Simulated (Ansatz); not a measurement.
**BN: band gap under strain, part 1 of 2**

How does strain move the band edges of BN in the database structure, and do the functionals agree on it? States: +1.6 % equal strain in all directions; -2.5 % strain along x alone.

Code: Ansatz 0.2.0. PAW datasets, plane waves. No spin polarisation and no zero-point or thermal motion.

## (1) Starting point

The unstrained cell was relaxed with r2SCAN+rVV10; in each strained cell the atoms were relaxed again with r2SCAN+rVV10. Names of k-points are those of the unstrained zone, where strain can split equivalent points. First state: +1.6 % equal strain in all directions.

Space group Fmm2 (No. 42), orthorhombic; a = 2.543 Å, b = 6.693 Å, c = 4.397 Å in the conventional setting, 9.35 Å³ an atom. Around B lie 3 N at 1.47 Å; around N lie 3 B at 1.47 Å.

Coordinates:

```
B N
1.0
     0.00000    3.34653    2.19854
     1.27135    0.00000    2.19854
     1.27135    3.34653    0.00000
B N
1 1
Direct
  0.00011 0.00011 0.99989
  0.66659 0.66659 0.33341
```

## (2) +1.6 % equal strain in all directions: PBE

File input.yaml:

```yaml
crystal:
  lattice:
    - [0.0, 3.3465304924, 2.1985375917]
    - [1.2713490116, 0.0, 2.1985375917]
    - [1.2713490116, 3.3465304924, 0.0]
  atoms:
    - { symbol: B, position: [0.0001138439, 0.0001138439, 0.9998861561] }
    - { symbol: "N", position: [0.6665861461, 0.6665861461, 0.3334138539] }
kpoints:
  mp_grid: { grid: [12, 12, 12] }
  band_path:
    path:
      - [0.0, 0.0, 0.0]
      - [0.5, 0.0, 0.5]
      - [1.0, 0.5, 0.5]
      - [0.5, 0.5, 0.0]
      - [0.0, 0.3696802579, 0.3696802579]
      - [1.0, 0.6303197421, 0.6303197421]
      - [0.5, 0.297518017, 0.797518017]
      - [0.5, 0.702481983, 0.202481983]
      - [0.5, 0.5, 0.5]
      - [0.0, 0.3327122321, 0.3327122321]
      - [0.5, 0.361979, -0.138021]
    npoints: 1
hamiltonian:
  xc: pbe
scf:
  occupations: { method: fermi_dirac, width: 0.02 }
  n_extra_bands: 4
output:
  forces: true
  stress: true
  eigenvalues: true
```

Launch:

```
ansatz run input.yaml --threads 4 --pin off --max-ram 3686MiB --backend cpu --events-out ev --progress --plain --runs-dir out
```

The program printed:

```text
Warning: RAYON_NUM_THREADS=4 ignored (pool sized by the plan → 4); use --threads N
scf.n_extra_bands = 4 over 4 filled bands (N_el = 8.0): the run solves 8 bands
Engine: ansatz 0.2.0, aarch64-unknown-linux-gnu
Pseudopotentials: kind: paw
Pseudopotential: B, paw, valence charge 3, recommended cutoff 420 eV (normal), B.paw.azcp
Pseudopotential: N, paw, valence charge 5, recommended cutoff 420 eV (normal), N.paw.azcp
Functional definition: PBE
  parameter kappa = 0.804
  parameter beta = 0.06672455060314922
  exchange = pbe_x(kappa = kappa, mu = beta*pi^2/3)
  correlation = pbe_c(beta = beta)
Crystal: 2 atoms, lattice volume = 18.708 Å³
Basis set: ecut = 420 eV, 361 PW (Γ), exchange–correlation on 54×36×48 points (8 copies of the dense FFT grid, shifted against one another)
Bands: 8, of which v1, the nominal top of the filled ones, is band 4 counted from 1 (3 counted from 0)
Symmetry: 4 space group operations
Space group: Fmm2 (ITA 42), of the structure as read, at distance tolerance 2.7e-5 Å
k-points: 280 of 1728 (time reversal used)
Non-local potential: B, projectors of the file, l = 0: 2, l = 1: 2, l = 2: 1
Non-local potential: N, projectors of the file, l = 0: 2, l = 1: 2, l = 2: 1
PAW form: soft (Blöchl's): semilocal exchange-correlation on the pseudo side does not see the compensation charge
PAW one-centre angular grid: B, 110 points (default); XC on 64 Gauss nodes
PAW one-centre angular grid: N, 110 points (default); XC on 64 Gauss nodes
Initial density: superposition of atomic densities (neutral atoms: chi_scale 0, normalization atom), corrected by the library's trained network
Initial wavefunctions: pseudopotential atomic-orbital guess
Functional: x = pbe(κ = 0.804, μ = 0.2195149727645171), c = pbe(β = 0.06672455060314922)
SCF iter   1: F=—  HF=-542.387773 eV  |F-HF|=—  |Δ(HF+E_count)|=         —  Δρ=1.91e-3  dr2=2.99e-4  ethr=1.77e-3  ⟨swp⟩=4.9  Hψ=15147  notcnv=0
preconditioner: auto → none  [insulator: Δε(μ)=3.573 eV  Ē_g=18.181 eV  σ=0.020 eV  W_gap=1.00  n_scr=2 (ndim 8)  ℏωp=24.3 eV  f_vac=0.006  D(μ)=0.00/eV (n_scr^D=0)  ε∞_Penn≈2.8]
SCF iter   2: F=—  HF=-542.388631 eV  |F-HF|=—  |Δ(HF+E_count)|=   8.58e-4  Δρ=9.39e-4  dr2=5.28e-5  ethr=3.73e-6  ⟨swp⟩=2.0  Hψ=6715  notcnv=0
SCF iter   3: F=—  HF=-542.388768 eV  |F-HF|=—  |Δ(HF+E_count)|=   1.37e-4  Δρ=4.95e-4  dr2=1.09e-5  ethr=6.60e-7  ⟨swp⟩=2.4  Hψ=3335  notcnv=0
SCF iter   4: F=—  HF=-542.388821 eV  |F-HF|=—  |Δ(HF+E_count)|=   5.35e-5  Δρ=1.88e-4  dr2=1.53e-6  ethr=1.37e-7  ⟨swp⟩=2.7  Hψ=3281  notcnv=0
iter 5 did not close the SCF: its close was put off for the readings that it lacked (scf_convergence_deferred on its scf_iter line)
SCF iter   5: F=-542.388833 eV  HF=-542.388832 eV  |F-HF|=7.53e-7  |Δ(HF+E_count)|=   1.13e-5  Δρ=4.40e-5  dr2=9.10e-8  ethr=1.91e-8  ⟨swp⟩=2.1  Hψ=3215  notcnv=0
SCF iter   6: F=-542.388833 eV  HF=-542.388833 eV  |F-HF|=1.49e-8  |Δ(HF+E_count)|=   7.86e-7  Δρ=6.44e-6  dr2=2.02e-9  ethr=1.14e-9  ⟨swp⟩=2.2  Hψ=8281  notcnv=0
SCF 1 converged in 6 iterations: F = -542.388833 eV  dr2 = 2.02e-9
NSCF: frozen V_eff on 11 k-points
SCF converged after 6 iterations
Free energy (F): -542.388833 eV
Harris-Foulkes:  -542.388833 eV  (|F-HF|=1.49e-8)
Internal energy: -542.388833 eV  (E = F + TS)
E sigma→0 (E₀):  -542.388833 eV
Fermi energy:    6.351316 eV
--- Per-component energies (eV) ---
  E_band       = -20.847145
  E_kinetic    = 181.258153
  E_local      = -345.902159  (includes V_loc(G=0)·N_el)
  E_nonlocal   = 57.372629
  E_hartree    = 111.347404
  E_xc         = -91.675553
  E_vxc        = -113.708459  (∫ρ·V_xc dr)
  E_paw        = -206.565323  (= ΣΔE_a)
  E_vpaw       = -22.562600  (= ΣTr[D̂ρ^β])
  E_aug_tail   = 0.000102  (compensation charges beyond the density's cutoff)
  E_ewald      = -248.224085
  E_smearing   = -0.000000  (= −TS)
  E_closure    = 0.000000  (closes the sum)
  Σ components = -542.388833   (vs F -542.388833, Δ=0.00e0)
--- Forces (eV/Å), atoms counted from 1 ---
  atom   1  B      0.00000000     0.00000000     0.00065110
  atom   2  N      0.00000000     0.00000000    -0.00065438
  max |Σ_I F_I| component: 3.28e-6 eV/Å
--- Stress (GPa, compression-positive) ---
      -11.543505       0.000000       0.000000
        0.000000       2.865109       0.000000
        0.000000       0.000000     -11.421254
  P = ⅓ Tr σ = -6.6999 GPa (-66.999 kbar)
--- Band table (eV; the first three rows and the last of 280) ---
  k-point 0: bands = ["-13.1264", "0.5018", "3.0504", "3.0537", "9.5888", "15.6600", "15.7582", "17.0450"]
  k-point 1: bands = ["-12.9906", "0.6166", "2.4998", "2.8048", "9.9155", "15.6485", "16.2520", "16.5681"]
  k-point 2: bands = ["-12.5916", "0.9294", "1.1550", "2.2029", "10.7508", "15.2800", "15.5181", "17.7852"]
  k-point 279: bands = ["-10.0958", "-4.4267", "0.3712", "4.1851", "10.4113", "13.5187", "16.6790", "18.3594"]
```

It took 2.9 s on 4 threads of Arm Neoverse N1, shared host; peak memory 0.34 GiB.

Gap with PBE: 3.47 eV, valence top at (0.50, 0.36, -0.14), conduction bottom at T. Least direct gap: 4.43 eV.

Band energies at the special points (eV, zero at the top of v, the last band that the electrons fill by count):

```csv
point,v−1,v,c,c+1
Γ,-1.60,-1.60,4.94,11.01
Y,-1.64,-1.59,9.75,10.95
T,-4.34,-1.69,3.47,9.24
Z,-4.28,-0.46,5.76,8.87
Σ_0,-6.85,-0.79,3.85,12.27
U_0,-6.85,-0.79,3.85,12.27
```

## (3) +1.6 % equal strain in all directions: r2SCAN

input.yaml, as its differences from that of step 2:

```diff
@@ -25,5 +25,5 @@
 hamiltonian:
-  xc: pbe
+  xc: r2scan
 scf:
-  occupations: { method: fermi_dirac, width: 0.02 }
+  occupations: { method: fixed }
   n_extra_bands: 4
```

Launch:

```
ansatz run input.yaml --threads 4 --pin off --max-ram 3686MiB --backend cpu --events-out ev --progress --plain --runs-dir out
```

The program printed, shortened:

```text
Warning: RAYON_NUM_THREADS=4 ignored (pool sized by the plan → 4); use --threads N
scf.n_extra_bands = 4 over 4 filled bands (N_el = 8.0): the run solves 8 bands
[...]
Pseudopotentials: kind: paw
Pseudopotential: B, paw, valence charge 3, recommended cutoff 500 eV (meta_gga), B.paw.azcp
Pseudopotential: N, paw, valence charge 5, recommended cutoff 500 eV (meta_gga), N.paw.azcp
Functional definition: r2SCAN
[...]
Crystal: 2 atoms, lattice volume = 18.708 Å³
Basis set: ecut = 500 eV, 501 PW (Γ), exchange–correlation on 120×80×108 points (64 copies of the dense FFT grid, shifted against one another)
Bands: 8, of which v1, the nominal top of the filled ones, is band 4 counted from 1 (3 counted from 0)
Symmetry: 4 space group operations
Space group: Fmm2 (ITA 42), of the structure as read, at distance tolerance 2.7e-5 Å
k-points: 280 of 1728 (time reversal used)
[...]
SCF iter   1: F=—  HF=-544.026879 eV  |F-HF|=—  |Δ(HF+E_count)|=         —  Δρ=8.34e-3  dr2=9.37e-3  dr2_τ=3.07e-1  ethr=1.77e-3  ⟨swp⟩=4.8  Hψ=13892  notcnv=0  defer=365
[...]
SCF iter   7: F=-544.089095 eV  HF=-544.089095 eV  |F-HF|=2.99e-10  |Δ(HF+E_count)|=   2.59e-8  Δρ=4.96e-6  dr2=2.10e-9  dr2_τ=1.56e-10  ethr=1.25e-9  ⟨swp⟩=6.3  Hψ=11453  notcnv=0
[...]
NSCF: frozen V_eff on 11 k-points
SCF converged after 7 iterations
Free energy (F): -544.089095 eV
[...]
E sigma→0 (E₀):  -544.089095 eV
Fermi energy:    4.282370 eV
[...]
--- Forces (eV/Å), atoms counted from 1 ---
  atom   1  B      0.00000000     0.00000000    -0.00156725
  atom   2  N      0.00000000     0.00000000     0.00156627
[...]
--- Stress (GPa, compression-positive) ---
      -16.481098       0.000000       0.000000
        0.000000       0.993968       0.000000
        0.000000       0.000000     -16.425469
  P = ⅓ Tr σ = -10.6375 GPa (-106.375 kbar)
--- Band table (eV; the first three rows and the last of 280) ---
  k-point 0: bands = ["-14.3801", "0.1249", "2.7665", "2.7705", "9.6979", "16.1828", "16.2886", "17.9774"]
[...]
```

Run time: 7.1 s. Hardware: 4 threads of Arm Neoverse N1, shared host; peak memory 0.44 GiB.

Gap with r2SCAN: 3.93 eV, valence top at (0.50, 0.36, -0.14), conduction bottom at T. Least direct gap: 5.03 eV.

Stress along x, y, z: -16.48, 0.99, -16.43 GPa (compression positive).

## (4) +1.6 % equal strain in all directions: HSE06

input.yaml, as its differences from that of step 3:

```diff
@@ -9,3 +9,3 @@
 kpoints:
-  mp_grid: { grid: [12, 12, 12] }
+  mp_grid: { grid: [8, 8, 8] }
   band_path:
@@ -25,3 +25,3 @@
 hamiltonian:
-  xc: r2scan
+  xc: hse06
 scf:
@@ -33 +33,5 @@
   eigenvalues: true
+  write_density: true
+  write_potential: true
+  elf: true
+  volumetric_format: npy
```

Launch:

```
ansatz run input.yaml --threads 4 --pin off --max-ram 3686MiB --backend cpu --events-out ev --progress --plain --runs-dir out
```

The program printed, shortened:

```text
Warning: output.stress: scf.convergence.dr2_threshold = 1e-7 eV (the SCF's general default) is looser than the 2e-10 eV advised for a printed stress (1e-10 eV for each atom of the cell: 2). What an SCF threshold leaves in a stress goes as its square root, and in the free energy as the [...]
Warning: output.stress: scf.exx.energy_threshold = 1e-6 eV is looser than the 2e-8 eV advised for a stress under a hybrid functional (1e-8 eV for each atom of the cell: 2). Every SCF of the exchange loop can meet its threshold on dr2 while the loop round them stops early: no threshold on [...]
Warning: RAYON_NUM_THREADS=4 ignored (pool sized by the plan → 4); use --threads N
scf.n_extra_bands = 4 over 4 filled bands (N_el = 8.0): the run solves 8 bands
[...]
Pseudopotentials: kind: paw
Pseudopotential: B, paw, valence charge 3, recommended cutoff 420 eV (normal), B.paw.azcp
Pseudopotential: N, paw, valence charge 5, recommended cutoff 420 eV (normal), N.paw.azcp
Functional definition: HSE06
[...]
davidson cushion auto → on  (no smearing: the cushion is to keep the highest requested band from converging to the state above it; pin scf.eigensolver.cushion to override)
[...]
Frozen-core exchange: fock
[...]
SCF iter   4: F=-542.477827 eV  HF=-542.477827 eV  |F-HF|=2.91e-11  |Δ(HF+E_count)|=   2.38e-9  Δρ=7.58e-7  dr2=2.00e-10  ethr=7.64e-11  ⟨swp⟩=2.1  Hψ=1907  notcnv=0
[...]
hybrid outer 2: dexx = +1.063e-7 eV, tail = 2.16e-9 eV, Δε = 1.60e-3 eV (about 3.21e-5 eV left of the loop's levels), ΔF = 1.62e-4 eV/Å (tail 4.21e-5)
NSCF: frozen V_eff on 11 k-points
hybrid SCF converged: 2 outer / 10 inner (+2 warm-up), last move |dexx| = 1.06e-7 eV, tail = 2.16e-9 eV
Stability not checked: this state was not tested for a lower state beside it, because the functional holds exact exchange (a hybrid, or Hartree-Fock), whose exchange loop this test does not read (fock_operator; see scf.lower_state_search)
Free energy (F): -542.477827 eV
Frozen-core exchange: fock
[...]
E sigma→0 (E₀):  -542.477827 eV
Fermi energy:    3.854161 eV
[...]
--- Forces (eV/Å), atoms counted from 1 ---
  atom   1  B      0.00000000     0.00000000     0.00078212
  atom   2  N      0.00000000     0.00000000    -0.00078315
[...]
--- Stress (GPa, compression-positive) ---
      -18.889248       0.000000       0.000000
        0.000000       2.473594       0.000000
        0.000000       0.000000     -18.806048
  P = ⅓ Tr σ = -11.7406 GPa (-117.406 kbar)
--- Band table (eV; the first three rows and the last of 95) ---
  k-point 0: bands = ["-15.7085", "-0.6895", "2.0086", "2.0134", "9.9538", "16.5885", "16.6982", "18.4722"]
[...]
```

Run time: 52 s. Hardware: 4 threads of Arm Neoverse N1, shared host; peak memory 1.3 GiB.

HSE06 gives an indirect gap of 4.67 eV, from (0.50, 0.36, -0.14) to T; the least direct gap is 5.80 eV.

(Continued in part 2 of 2.)
